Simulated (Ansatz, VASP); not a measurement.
ZrC: VASP beside Ansatz

```
Zr C
1.0
     0.00000    2.36314    2.36314
     2.36314    0.00000    2.36314
     2.36314    2.36314    0.00000
Zr C
1 1
Direct
  0.00000 0.00000 0.00000
  0.50000 0.50000 0.50000
```

Alike in both runs: task single point; functional PBE; k mesh 7 × 7 × 7; occupations fermi-dirac, width 0.0324 eV; no spin polarisation.

|  | VASP | Ansatz |
| --- | --- | --- |
| version | VASP 6.6.1 | Ansatz 0.2.0 |
| potentials or method | VASP PAW PBE potentials, release 64 (Zr_sv, C) | PAW plane waves |
| plane-wave cutoff (eV) | 520 | 500 |
| valence electrons in the cell | 16 | 16 |

Ansatz gave:

```
gap on the k mesh at the Fermi level (eV) : none
pressure (GPa)                            : -2.5
```

**Question.** What did VASP give for the same quantities?

**Answer.** gap on the k mesh at the Fermi level (eV): none; pressure (GPa): -2.2.

A gap of «none» marks a metal or a gap that the smearing closes.
